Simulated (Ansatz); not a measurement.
The system is MnS.

```
Mn S
1.0
     0.00000    2.47346    2.47346
     2.47346    0.00000    2.47346
     2.47346    2.47346    0.00000
Mn S
1 1
Cartesian
  0.0000 0.0000 0.0000
  3.7102 3.7102 3.7102
```

The cell is a database's computed one.

Base run:

| Item | Value |
| --- | --- |
| Program | Ansatz 0.2.0 |
| Functional | r2SCAN |
| Potentials or basis | Ansatz PAW |
| Cutoff | 500 eV |
| Density cutoff | 2000 eV |
| k mesh | 9 × 9 × 9 |
| Occupations | fermi-dirac, width 0.05 eV |
| Spin | collinear spin, ferromagnetic start |
| Starting moments | [4.0, 0.0] μB |
| Hubbard terms | Mn d U = 1 eV |

Its results: band gap on the k mesh none (metal or under the smearing width); pressure 43.8 GPa; net moment 4.19 μB per cell; site moments Mn +3.50; S +0.06 μB.

Question: The run is repeated on the same cell with these changes: hubbard terms from Mn d U = 1 eV to Mn d U = 2 eV. What comes out?

Answer: Band gap on the k mesh none (metal or under the smearing width); pressure 49.8 GPa; net moment 4.39 μB per cell; site moments Mn +3.65; S +0.06 μB.

Caveats: the magnetic or orbital state may not be the lowest; a pressure of tens of GPa on the cell as given is suspect, and the run, the potentials or the cell itself is likely at fault; a cell with one magnetic atom can't hold antiferromagnetic order, which such compounds often take; the PAW data sets come from PBE, with cores solved anew for the run's functional, which leaves a small shift of forces and pressure.

Not every run made on this cell is shown here.
